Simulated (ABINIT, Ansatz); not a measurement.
# TePb (Fm-3m): Raman and infrared activity

Wanted: vibrational spectra of TePb (Fm-3m) from linear and non-linear response.

Program: ABINIT 10.8.3. Level of theory: DFT LDA, scalar-relativistic, plane waves, HGH norm-conserving pseudopotentials. Results are calculated unless marked as measured.

**What experiment says.**

For PbTe, rocksalt (melt-grown single-crystal fragment, about 42 um across, 125 K), “Correlated local dipoles in PbTe” (2017, arxiv:1709.02863) gives, by single-crystal x-ray diffraction: lattice constant a (cubic lattice constant a at 125 K) 6.4397 ± 0.0001 Å.

“Lattice Properties of PbX (X = S, Se, Te): Experimental Studies and ab initio Calculations Including Spin-Orbit Effects” (2008, arxiv:0808.3152) quotes from earlier work for PbTe, rock salt (bulk crystal, 300 K): infrared mode (TO at Gamma) 32 cm⁻¹ [soft, strongly temperature-dependent mode (18 cm-1 at 5 K); room-temperature value not …].

### Step 1. Starting point

The structure is cubic, space group Fm-3m (No. 225). Conventional cell: a = 6.379 Å, b = 6.379 Å, c = 6.379 Å, α = 90.00°, β = 90.00°, γ = 90.00°. Te has 6 Pb at 3.19 Å nearest. Pb has 6 Te at 3.19 Å nearest. Farther neighbours and most contacts between anions are not listed.

Coordinates:

```cif
data_structure
_symmetry_space_group_name_H-M 'Fm-3m'
_symmetry_Int_Tables_number 225
_cell_length_a 6.3793
_cell_length_b 6.3793
_cell_length_c 6.3793
_cell_angle_alpha 90.000
_cell_angle_beta 90.000
_cell_angle_gamma 90.000
_cell_volume 259.60
loop_
_atom_site_label
_atom_site_type_symbol
_atom_site_symmetry_multiplicity
_atom_site_Wyckoff_symbol
_atom_site_fract_x
_atom_site_fract_y
_atom_site_fract_z
_atom_site_occupancy
Te1 Te 4 b 0.50000 0.00000 0.00000 1
Pb1 Pb 4 a 0.00000 0.00000 0.00000 1
```

### Step 2. Relaxation

Frequencies change by per cents with a per cent of volume, so the structure is first brought to rest at this level of theory.

The starting cell comes from a relaxation made beforehand in Ansatz (LDA, PseudoDojo NC).

Contents of relax.abi:

```
# relaxation
ionmov 2
optcell 2
ecutsm 0.5
dilatmx 1.08
ntime 40
tolmxf 2.0d-06
tolvrs 1.0d-14
prtwf 0
prtden 0
chksymtnons 0

# basis, mesh and filling
ecut 20.0
ixc 7
ngkpt 10 10 10
nshiftk 1
shiftk 0.0 0.0 0.0
istwfk *1
occopt 1
nband 5
nstep 100
diemac 9.0
prtebands 0
prtgsr 0

# cell and atoms
acell 3*1.0 Angstrom
rprim 
    0.0 3.189630456 3.189630456
    3.189630456 0.0 3.189630456
    3.189630456 3.189630456 0.0
ntypat 2
znucl 52 82
natom 2
typat 1 2
xred 
    0.5 0.5 0.5
    0.0 0.0 0.0
pp_dirpath "./pseudo"
pseudos "Te.hgh, Pb.hgh"
```

Started as:

```sh
OMP_NUM_THREADS=1 mpirun -n 2 abinit relax.abi > relax.log
```

Numbers of over 12 decimals in the logs are rounded to 6 here.

relax.abo, the main output file:

```text
[banners, grids, parts of the stress and lines that vanish by symmetry left out]
- input  file    -> relax.abi
- output file    -> relax.abo
- root for input  files -> relaxi
[...]
Symmetries : space group Fm -3 m (#225); Bravais cF (face-center cubic)
[...]
mpw =        2397          nfft =       64000          nkpt =          47
[...]
== DATASET  1 ==================================================================
[...]
cutoff_energies: {ecut:  20.0, pawecutdg:  -1.0, }
[...]
Exchange-correlation functional for the present dataset will be:
  LDA: Perdew-Wang 92 LSD fit to Ceperley-Alder data - ixc=7
[...]
ETOT  1  -11.910314541460    -1.191E+01 3.963E-02 2.223E+01
 ETOT  2  -11.922478260715    -1.216E-02 7.285E-03 4.803E-01
 ETOT  3  -11.922556449378    -7.819E-05 3.744E-04 1.638E-02
 ETOT  4  -11.922559085469    -2.636E-06 6.950E-06 1.509E-03
 ETOT  5  -11.922559333385    -2.479E-07 4.789E-07 2.955E-05
[...]
At SCF step   11       vres2   =  8.85E-16 < tolvrs=  1.00E-14 =>converged.
[...]
sigma(1 1)=  2.47869035E-05  sigma(3 2)=  0.00000000E+00
  sigma(2 2)=  2.47869035E-05  sigma(3 1)=  0.00000000E+00
  sigma(3 3)=  2.47869035E-05  sigma(2 1)=  0.00000000E+00
[...]
convergence: {deltae: -4.192E-13, res2:  8.848E-16, residm:  4.318E-12, diffor: null, }
etotal    :  -1.19225593E+01
[...]
ETOT  1  -11.922581061379    -1.192E+01 3.770E-08 5.052E-03
[...]
At SCF step    8       vres2   =  1.36E-16 < tolvrs=  1.00E-14 =>converged.
[...]
sigma(1 1)=  2.13658009E-05  sigma(3 2)=  0.00000000E+00
  sigma(2 2)=  2.13658009E-05  sigma(3 1)=  0.00000000E+00
  sigma(3 3)=  2.13658009E-05  sigma(2 1)=  0.00000000E+00
[...]
convergence: {deltae:  3.055E-13, res2:  1.361E-16, residm:  1.023E-16, diffor: null, }
etotal    :  -1.19225819E+01
[...]
ETOT  1  -11.922615822560    -1.192E+01 1.071E-01 1.838E-01
[...]
At SCF step    8       vres2   =  3.28E-15 < tolvrs=  1.00E-14 =>converged.
[...]
sigma(1 1)= -4.66065669E-07  sigma(3 2)=  0.00000000E+00
  sigma(2 2)= -4.66065669E-07  sigma(3 1)=  0.00000000E+00
  sigma(3 3)= -4.66065669E-07  sigma(2 1)=  0.00000000E+00
[...]
convergence: {deltae:  1.918E-13, res2:  3.282E-15, residm:  2.713E-16, diffor: null, }
etotal    :  -1.19226451E+01
[...]
ETOT  1  -11.922645095632    -1.192E+01 6.885E-11 8.108E-05
[...]
ETOT  6  -11.922645108537    -2.380E-13 8.121E-17 3.069E-14
 ETOT  7  -11.922645108536     9.059E-14 1.876E-18 3.347E-16
 At SCF step    7       vres2   =  3.35E-16 < tolvrs=  1.00E-14 =>converged.
[...]
sigma(1 1)=  9.99363599E-09  sigma(3 2)=  0.00000000E+00
  sigma(2 2)=  9.99363599E-09  sigma(3 1)=  0.00000000E+00
  sigma(3 3)=  9.99363598E-09  sigma(2 1)=  0.00000000E+00
[...]
convergence: {deltae:  9.059E-14, res2:  3.347E-16, residm:  1.876E-18, diffor: null, }
etotal    :  -1.19226451E+01
[...]
At Broyd/MD step   4, gradients are converged :
[...]
sigma(1 1)=  9.99363599E-09  sigma(3 2)=  0.00000000E+00
  sigma(2 2)=  9.99363599E-09  sigma(3 1)=  0.00000000E+00
  sigma(3 3)=  9.99363598E-09  sigma(2 1)=  0.00000000E+00
[...]
- sigma(1 1)=  2.94022922E-04  sigma(3 2)=  0.00000000E+00
- sigma(2 2)=  2.94022922E-04  sigma(3 1)=  0.00000000E+00
- sigma(3 3)=  2.94022922E-04  sigma(2 1)=  0.00000000E+00
[...]
fcart     -0.0000000000E+00 -0.0000000000E+00 -0.0000000000E+00
           strten      9.9936359860E-09  9.9936359856E-09  9.9936359839E-09
================================================================================

[key lines of the parts left out:]
pressure_GPa:  -2.9402E-04
Total energy (etotal) [Ha]= -1.19226451085365E+01
```

Elapsed: 47 s, on 2 MPI ranks of Arm Neoverse V1, shared host.

The steps of the relaxation:

| step | energy less that of the first step (eV) | largest force (eV/Å) | volume (Å³) |
| --- | --- | --- | --- |
| 1 | 0.0000 | 0.0000 | 64.90 |
| 2 | -0.0006 | 0.0000 | 64.76 |
| 3 | -0.0023 | 0.0000 | 63.87 |
| 4 | -0.0023 | 0.0000 | 63.89 |

| conventional cell, symmetrised | before | after | change |
| --- | --- | --- | --- |
| a (Å) | 6.379 | 6.346 | -0.5 % |
| b (Å) | 6.379 | 6.346 | -0.5 % |
| c (Å) | 6.379 | 6.346 | -0.5 % |
| volume (Å³/atom) | 32.45 | 31.95 | -1.6 % |

Final coordinates:

```xyz
2
Lattice="0.0000 3.1730 3.1730 3.1730 0.0000 3.1730 3.1730 3.1730 0.0000" Properties=species:S:1:pos:R:3 pbc="T T T"
Te    3.1730    3.1730    3.1730
Pb    0.0000    0.0000    0.0000
```

Numbers from this step:

```
volume per atom : 31.95 Å³
pressure        : -2.94e-4 GPa
```

The volume changes by -1.6 % from the cell with which this run began.

### Step 3. Ground state

First-order wavefunctions inherit every error of the ground state, hence the very tight tolvrs. The mesh is shifted off Γ, since shifted meshes converge sums over the zone faster.

Contents of gs.abi:

```
# ground state
tolvrs 1.0d-16
prtden 1
prtwf 1

# basis, mesh and filling
ecut 20.0
ixc 7
ngkpt 7 7 7
nshiftk 4
shiftk 
    0.5 0.5 0.5
    0.5 0.0 0.0
    0.0 0.5 0.0
    0.0 0.0 0.5
istwfk *1
occopt 1
nband 5
nstep 100
diemac 9.0
prtebands 0
prtgsr 0

# cell and atoms
acell 3*1.0 Angstrom
rprim 
    0.0 3.172988813 3.172988813
    3.172988813 0.0 3.172988813
    3.172988813 3.172988813 0.0
ntypat 2
znucl 52 82
natom 2
typat 1 2
xred 
    0.5 0.5 0.5
    0.0 0.0 0.0
pp_dirpath "./pseudo"
pseudos "Te.hgh, Pb.hgh"
```

Started as:

```sh
OMP_NUM_THREADS=1 mpirun -n 2 abinit gs.abi > gs.log
```

gs.abo, the main output file:

```text
[banners, grids, parts of the stress and lines that vanish by symmetry left out]
- input  file    -> gs.abi
- output file    -> gs.abo
- root for input  files -> gsi
[...]
Symmetries : space group Fm -3 m (#225); Bravais cF (face-center cubic)
[...]
mpw =        1859          nfft =       46656          nkpt =          44
[...]
== DATASET  1 ==================================================================
[...]
cutoff_energies: {ecut:  20.0, pawecutdg:  -1.0, }
[...]
Exchange-correlation functional for the present dataset will be:
  LDA: Perdew-Wang 92 LSD fit to Ceperley-Alder data - ixc=7
[...]
ETOT  1  -11.906407778722    -1.191E+01 2.235E-02 1.468E+01
 ETOT  2  -11.922538854290    -1.613E-02 2.491E-04 5.813E-01
 ETOT  3  -11.922622516905    -8.366E-05 3.161E-05 4.987E-02
 ETOT  4  -11.922632950899    -1.043E-05 3.059E-06 9.833E-04
 ETOT  5  -11.922633063333    -1.124E-07 1.253E-06 3.928E-05
[...]
ETOT 13  -11.922633073764     6.573E-14 3.430E-13 1.306E-16
 ETOT 14  -11.922633073764    -9.415E-14 1.867E-14 1.388E-17
 At SCF step   14       vres2   =  1.39E-17 < tolvrs=  1.00E-16 =>converged.
[...]
sigma(1 1)=  2.54356603E-06  sigma(3 2)=  0.00000000E+00
  sigma(2 2)=  2.54356603E-06  sigma(3 1)=  0.00000000E+00
  sigma(3 3)=  2.54356603E-06  sigma(2 1)=  0.00000000E+00
[...]
convergence: {deltae: -9.415E-14, res2:  1.388E-17, residm:  1.867E-14, diffor: null, }
etotal    :  -1.19226331E+01
[...]
sigma(1 1)=  2.54356603E-06  sigma(3 2)=  0.00000000E+00
  sigma(2 2)=  2.54356603E-06  sigma(3 1)=  0.00000000E+00
  sigma(3 3)=  2.54356603E-06  sigma(2 1)=  0.00000000E+00
[...]
- sigma(1 1)=  7.48342962E-02  sigma(3 2)=  0.00000000E+00
- sigma(2 2)=  7.48342962E-02  sigma(3 1)=  0.00000000E+00
- sigma(3 3)=  7.48342962E-02  sigma(2 1)=  0.00000000E+00
[...]
fcart     -0.0000000000E+00 -0.0000000000E+00 -0.0000000000E+00
           strten      2.5435660295E-06  2.5435660295E-06  2.5435660295E-06
================================================================================

[key lines of the parts left out:]
pressure_GPa:  -7.4834E-02
```

The job ended after 10 s (2 MPI ranks; 20 s of CPU time).

This step gave:

```yaml
pressure: -0.07483 GPa
```

The cell stands at -0.075 GPa, close enough for phonons.

### Step 4. Empty bands

Empty bands on the ground state's density check that the gap assumed so far is there in this cell.

Contents of gap.abi:

```
# empty bands on the ground state's density
iscf -2
getden_filepath "gso_DEN"
tolwfr 1.0d-12
nbdbuf 2
prtwf 0

# basis, mesh and filling
ecut 20.0
ixc 7
ngkpt 10 10 10
nshiftk 1
shiftk 0.0 0.0 0.0
istwfk *1
occopt 1
nband 9
nstep 100
diemac 9.0
prtebands 0
prtgsr 0

# cell and atoms
acell 3*1.0 Angstrom
rprim 
    0.0 3.172988813 3.172988813
    3.172988813 0.0 3.172988813
    3.172988813 3.172988813 0.0
ntypat 2
znucl 52 82
natom 2
typat 1 2
xred 
    0.5 0.5 0.5
    0.0 0.0 0.0
pp_dirpath "./pseudo"
pseudos "Te.hgh, Pb.hgh"
```

Started as:

```sh
OMP_NUM_THREADS=1 mpirun -n 2 abinit gap.abi > gap.log
```

gap.abo, the main output file:

```text
[banners, grids, parts of the stress and lines that vanish by symmetry left out]
- input  file    -> gap.abi
- output file    -> gap.abo
- root for input  files -> gapi
[...]
Symmetries : space group Fm -3 m (#225); Bravais cF (face-center cubic)
[...]
mpw =        1863          nfft =       46656          nkpt =          47
[...]
== DATASET  1 ==================================================================
[...]
cutoff_energies: {ecut:  20.0, pawecutdg:  -1.0, }
[...]
Exchange-correlation functional for the present dataset will be:
  LDA: Perdew-Wang 92 LSD fit to Ceperley-Alder data - ixc=7
[...]
-outvars: echo values of variables after computation
            acell      1.8897261259E+00  1.8897261259E+00  1.8897261259E+00 Bohr
================================================================================
```

Elapsed: 6 s, on 2 MPI ranks; 12 s of CPU time.

Read from the output:

- gap on the k-mesh: 0.5347 eV

In this cell the gap on the mesh is 0.53 eV, direct, so fixed occupations hold.

### Step 5. Linear response at Γ

The derivative of the wavefunctions by k comes first, since the response to a field is built on it; then the field and the displacements that symmetry doesn't supply are solved at q = 0. By the 2n+1 theorem the first-order wavefunctions also give third derivatives: Raman tensors and the non-linear susceptibility.

It reads the wavefunctions written in step 3.

Contents of dfpt_gamma.abi:

```
ndtset 3

# common to the responses
getwfk_filepath "gso_WFK"
kptopt 2
nqpt 1
qpt 0.0 0.0 0.0
asr 0
chneut 0

# d/dk
rfelfd1 2
rfdir1 1 1 1
iscf1 -3
tolwfr1 1.0d-20

# displacements, field
rfphon2 1
rfatpol2 1 2
rfdir2 1 1 1
rfelfd2 3
getddk2 1
tolvrs2 1.0d-10
prepanl2 1
prtden2 1

# third order
optdriver3 5
getden_filepath3 "gso_DEN"
get1den3 2
get1wf3 2
getddk3 1
d3e_pert1_elfd3 1
d3e_pert1_phon3 1
d3e_pert1_atpol3 1 2
d3e_pert1_dir3 1 1 1
d3e_pert2_elfd3 1
d3e_pert2_dir3 1 1 1
d3e_pert3_elfd3 1
d3e_pert3_dir3 1 1 1
usepead3 1
tolvrs3 1.0d-10

# basis, mesh and filling
ecut 20.0
ixc 7
ngkpt 7 7 7
nshiftk 4
shiftk 
    0.5 0.5 0.5
    0.5 0.0 0.0
    0.0 0.5 0.0
    0.0 0.0 0.5
istwfk *1
occopt 1
nband 5
nstep 100
diemac 9.0
prtebands 0
prtgsr 0

# cell and atoms
acell 3*1.0 Angstrom
rprim 
    0.0 3.172988813 3.172988813
    3.172988813 0.0 3.172988813
    3.172988813 3.172988813 0.0
ntypat 2
znucl 52 82
natom 2
typat 1 2
xred 
    0.5 0.5 0.5
    0.0 0.0 0.0
pp_dirpath "./pseudo"
pseudos "Te.hgh, Pb.hgh"
```

Started as:

```sh
OMP_NUM_THREADS=1 mpirun -n 2 abinit dfpt_gamma.abi > dfpt_gamma.log
```

dfpt_gamma.abo, the main output file:

```text
[banners, grids, parts of the stress and lines that vanish by symmetry left out]
- input  file    -> dfpt_gamma.abi
- output file    -> dfpt_gamma.abo
- root for input  files -> dfpt_gammai
[...]
DATASET    1 : space group Fm -3 m (#225); Bravais cF (face-center cubic)
[...]
nfft =       46656          nkpt =         688
[...]
DATASET    2 : space group Fm -3 m (#225); Bravais cF (face-center cubic)
[...]
nfft =       46656          nkpt =         688
[...]
DATASET    3 : space group Fm -3 m (#225); Bravais cF (face-center cubic)
[...]
mpw =        1859          nfft =       46656          nkpt =         688
[...]
== DATASET  1 ==================================================================
[...]
cutoff_energies: {ecut:  20.0, pawecutdg:  -1.0, }
[...]
Exchange-correlation functional for the present dataset will be:
  LDA: Perdew-Wang 92 LSD fit to Ceperley-Alder data - ixc=7
[...]
- 82.00000   4.00000     10605                znucl, zion, pspdat
[...]
Perturbation : derivative vs k along direction   1
[...]
-ETOT  1  -9.961196     -9.961E+00 5.264E-01 0.000E+00
 ETOT  2  -9.979243     -1.805E-02 1.977E-02 0.000E+00
 ETOT  3  -9.979385     -1.411E-04 3.422E-04 0.000E+00
 ETOT  4  -9.979387     -2.656E-06 1.673E-05 0.000E+00
 ETOT  5  -9.979387     -8.521E-08 3.461E-07 0.000E+00
[...]
At SCF step   21   max residual=  1.00E-20 < tolwfr=  1.00E-20 =>converged.
[...]
Perturbation : derivative vs k along direction   2
[...]
-ETOT  1  -9.961196     -9.961E+00 5.264E-01 0.000E+00
[...]
At SCF step   21   max residual=  1.00E-20 < tolwfr=  1.00E-20 =>converged.
[...]
Perturbation : derivative vs k along direction   3
[...]
-ETOT  1  -9.961196     -9.961E+00 5.264E-01 0.000E+00
[...]
At SCF step   21   max residual=  1.00E-20 < tolwfr=  1.00E-20 =>converged.
[...]
1        1       7.3599306053   -0.0000000000
     1        2       3.6799653027   -0.0000000000
     1        3       3.6799653026   -0.0000000000
     2        1       3.6799653027   -0.0000000000
     2        2       7.3599306053    0.0000000000
     2        3       3.6799653026    0.0000000000
     3        1       3.6799653026   -0.0000000000
     3        2       3.6799653026    0.0000000000
     3        3       7.3599306053    0.0000000000
[...]
== DATASET  2 ==================================================================
[...]
cutoff_energies: {ecut:  20.0, pawecutdg:  -1.0, }
[...]
Exchange-correlation functional for the present dataset will be:
  LDA: Perdew-Wang 92 LSD fit to Ceperley-Alder data - ixc=7
[...]
Perturbation : displacement of atom   1   along direction   1
[...]
-ETOT  1   49.502205192666     -2.066E+02 2.587E+01 1.241E+05
[...]
At SCF step   10       vres2   =  9.56E-11 < tolvrs=  1.00E-10 =>converged.
[...]
Perturbation : displacement of atom   2   along direction   1
[...]
-ETOT  1   7.363622     -5.571E+01 8.061E+00 1.989E+04
[...]
At SCF step   11       vres2   =  6.20E-13 < tolvrs=  1.00E-10 =>converged.
[...]
Perturbation : homogeneous electric field along direction   1
[...]
-ETOT  1  -969.93153480000     -9.699E+02 1.680E+02 3.394E+04
[...]
At SCF step   10       vres2   =  3.67E-11 < tolvrs=  1.00E-10 =>converged.
[...]
Perturbation : homogeneous electric field along direction   2
[...]
-ETOT  1  -969.93153481240     -9.699E+02 1.680E+02 3.394E+04
[...]
At SCF step   10       vres2   =  3.67E-11 < tolvrs=  1.00E-10 =>converged.
[...]
Perturbation : homogeneous electric field along direction   3
[...]
-ETOT  1  -969.93153482485     -9.699E+02 1.680E+02 3.394E+04
[...]
ETOT  9  -987.71772408702     -1.845E-09 5.117E-09 4.406E-09
 ETOT 10  -987.71772408723     -2.086E-10 1.048E-08 3.667E-11
 At SCF step   10       vres2   =  3.67E-11 < tolvrs=  1.00E-10 =>converged.
[...]
Dielectric tensor, in cartesian coordinates,
[...]
1    4   1    4        35.9562071770        -0.0000000000
   1    4   2    4        -0.0000000000        -0.0000000000
   1    4   3    4        -0.0000000000        -0.0000000000
   2    4   1    4        -0.0000000000        -0.0000000000
   2    4   2    4        35.9562071770        -0.0000000000
   2    4   3    4        -0.0000000000        -0.0000000000
   3    4   1    4        -0.0000000000        -0.0000000000
   3    4   2    4        -0.0000000000        -0.0000000000
   3    4   3    4        35.9562071770        -0.0000000000
  Effective charges, in cartesian coordinates,
[...]
1    1   1    4        -6.4426208328         0.0000000000
   2    1   1    4        -0.0000000000         0.0000000000
   3    1   1    4         0.0000000000         0.0000000000
   1    2   1    4         6.3685746463         0.0000000000
   2    2   1    4        -0.0000000000         0.0000000000
[...]
Effective charges, in cartesian coordinates,
[...]
2    4   1    2        -0.0000000000         0.0000000000
   3    4   1    2         0.0000000000         0.0000000000
   1    4   2    2        -0.0000000000         0.0000000000
   2    4   2    2         6.3685745340         0.0000000000
   3    4   2    2        -0.0000000000         0.0000000000
   1    4   3    2         0.0000000000         0.0000000000
   2    4   3    2         0.0000000000         0.0000000000
   3    4   3    2         6.3685745340         0.0000000000
  Phonon wavevector (reduced coordinates) :  0.00000  0.00000  0.00000
 Phonon energies in Hartree :
[...]
Phonon frequencies in cm-1    :
-  3.021528E-01  3.021529E-01  3.021534E-01  3.296162E+01  3.296162E+01
-  3.296162E+01
  Phonon at Gamma, with non-analyticity in the
[...]
Phonon energies in Hartree :
[...]
Phonon frequencies in cm-1    :
-  3.021528E-01  3.021529E-01  3.486163E-01  3.296162E+01  3.296162E+01
-  1.106658E+02
  Phonon at Gamma, with non-analyticity in the
[...]
Phonon energies in Hartree :
[...]
Phonon frequencies in cm-1    :
-  3.021528E-01  3.021534E-01  3.486159E-01  3.296162E+01  3.296162E+01
-  1.106658E+02
  Phonon at Gamma, with non-analyticity in the
[...]
Phonon energies in Hartree :
[...]
Phonon frequencies in cm-1    :
-  3.021529E-01  3.021534E-01  3.486158E-01  3.296162E+01  3.296162E+01
-  1.106658E+02
[...]
== DATASET  3 ==================================================================
[...]
cutoff_energies: {ecut:  20.0, pawecutdg:  -1.0, }
[...]
Exchange-correlation functional for the present dataset will be:
  LDA: Perdew-Wang 92 LSD fit to Ceperley-Alder data - ixc=7
[...]
1          1       -0.000000000       -0.000000000       -0.000000000
[...]
1          2       -0.000000000       -0.000000000       -0.000000000
[...]
1          3       -0.000000000       -0.000000000       -0.000000000
[...]
2          1       -0.000000000       -0.000000000       -0.000000000
[...]
2          2       -0.000000000       -0.000000000       -0.000000000
[...]
2          3       -0.000000000       -0.000000000       -0.000000000
[...]
strten2     0.0000000000E+00  0.0000000000E+00  0.0000000000E+00
           strten3     0.0000000000E+00  0.0000000000E+00  0.0000000000E+00
================================================================================
```

Run time: 19 min. Hardware: 2 MPI ranks; 35 min of CPU time.

Read from the output:

```yaml
miss_of_the_charge_sum_rule: 0.07405 e
largest_acoustic_frequency_at_the_zone_centre_before_the_sum_rule: 0.3 cm⁻¹
highest_optical_zone_centre_mode_no_lo_to_term: 32.96 cm⁻¹
lowest_optical_zone_centre_mode: 32.96 cm⁻¹
mean_high_frequency_dielectric_constant: 35.96
largest_born_charge_in_size_third_of_the_trace: 6.443 e
```

Born charge (rows field, columns displacement), before the sum rule (e), principal values of the symmetric part by kind of site:

| atom | atoms with these values | low | middle | high | mean |
| --- | --- | --- | --- | --- | --- |
| Te1 | 1 | -6.44 | -6.44 | -6.44 | -6.44 |
| Pb2 | 1 | 6.37 | 6.37 | 6.37 | 6.37 |

In full for Pb2:

```
6.37 0.00 0.00
0.00 6.37 0.00
0.00 0.00 6.37
```

High-frequency dielectric tensor:

```
35.96  0.00  0.00
 0.00 35.96  0.00
 0.00  0.00 35.96
```

The acoustic modes at Γ come out as far as 0.3 cm⁻¹ from zero, where they should vanish, a small numerical error; the Born charges miss their sum rule by 0.074 e, too much: mesh or cutoff is short for the field response.

(Continued in part 2 of 2.)

[Host names and launcher messages were left out of these logs when they were recorded.]

[Logs are printed without paths, hosts, clocks, repeated set-up lines and the standing remarks that a program may print on its own settings, such as how far it seeks lower states.]

[Hosts, paths, dates, database ids (printed as entryN), source tags and the programs' standing remarks are cut or masked in the printed files.]
